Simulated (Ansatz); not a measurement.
Stackings of close-packed layers of MgS (capitals for Mg, lower case for the other element), each relaxed to a stress under 0.05 GPa; energies count from the stacking AcBaCb (Fm-3m).

Method: DFT PBE, scalar-relativistic, plane waves, PAW (Ansatz).

Cutoff 420 eV, Gaussian smearing of 0.02 eV, energies at zero smearing, symmetry of each start kept, no spin polarisation.

```json
{"start": "AbAc", "atoms": "4", "k mesh": "9×9×6", "excess energy (meV/atom)": "26.6", "spacing of like layers (Å)": "3.089", "a (Å)": "3.666", "gap on the mesh (eV)": "3.39"}
{"start": "AcBc", "atoms": "4", "k mesh": "9×9×6", "excess energy (meV/atom)": "239.7", "spacing of like layers (Å)": "3.282", "a (Å)": "3.621", "gap on the mesh (eV)": "1.21"}
{"start": "AcBcAbCb", "atoms": "8", "k mesh": "9×9×3", "excess energy (meV/atom)": "114.4", "spacing of like layers (Å)": "3.146", "a (Å)": "3.660", "gap on the mesh (eV)": "2.32"}
{"start": "AcBaCbAbCaBc", "atoms": "12", "k mesh": "9×9×2", "excess energy (meV/atom)": "77.0", "spacing of like layers (Å)": "3.106", "a (Å)": "3.672", "gap on the mesh (eV)": "2.44"}
{"start": "AcBcAcBaCb", "atoms": "10", "k mesh": "9×9×3", "excess energy (meV/atom)": "94.5", "spacing of like layers (Å)": "3.126", "a (Å)": "3.667", "gap on the mesh (eV)": "2.23"}
{"start": "AcBaCbAbCbAbCb", "atoms": "14", "k mesh": "9×9×2", "excess energy (meV/atom)": "136.6", "spacing of like layers (Å)": "3.173", "a (Å)": "3.653", "gap on the mesh (eV)": "1.84"}
```

An odd mesh misses points on the zone edge, so a gap read on it can be too wide.

Cost: 6 runs of about 6.5 core-minutes in all, on Arm Neoverse V1 (shared hosts).